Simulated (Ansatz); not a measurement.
Trial structure of CdSe, not yet relaxed:

```
CELL_PARAMETERS angstrom
7.21625 0.00000 0.00000
0.00000 4.40822 0.00000
0.00000 0.00000 7.40976
ATOMIC_POSITIONS crystal
Cd 0.82107 0.75000 0.40954
Cd 0.67893 0.25000 0.90954
Cd 0.32107 0.75000 0.09046
Cd 0.17893 0.25000 0.59046
Se 0.82107 0.25000 0.59046
Se 0.67893 0.75000 0.09046
Se 0.32107 0.25000 0.90954
Se 0.17893 0.75000 0.40954
```

Level of theory: DFT PBE, scalar-relativistic, plane waves, PAW (Ansatz). Settings: cutoff 420 eV, Γ-centred mesh 4×4×4 on the computed 8-atom cell, Gaussian smearing of 0.10 eV; no spin polarisation.

The zero of energy is the elements' standard structures at the same level; no fitted shifts are applied.

Question: What does a single point on this coarse mesh give?

Answer: The pressure is 7.0 GPa (the mean over three directions, positive in compression), the largest force is 1.18 eV/Å, and the energy is −0.45 eV/atom against the elements. The shortest distance is 2.58 Å.

Question: Is it a good guess?

Answer: A fair one: relaxing gains about 0.10 eV/atom in 13 ionic steps and ends at −0.557 eV/atom on the finer mesh. The symmetry stays Pnma (No. 62). The volume per atom grows by 16.8 %, from 29.5 to 34.4 Å³. The shortest distance goes from 2.58 Å (Cd–Se) to 2.63 Å (Cd–Se). Conventional cell: a = 8.165 Å, b = 4.507 Å, c = 7.479 Å. Cd is surrounded by 4 Se at 2.63–2.75 Å; Se is surrounded by 4 Cd at 2.63–2.75 Å.

The last run used a 4×6×4 mesh (in the run's order of axes) for its 8-atom cell and Gaussian smearing of 0.02 eV. The reference form of Se is held partly by dispersion forces, which this level lacks. The relaxation can't lower the symmetry of the start, and the grade says only how near the guess is to its own end. A later test with randomly moved atoms came back to the same energy, though modes that don't fit the test's cell weren't probed.
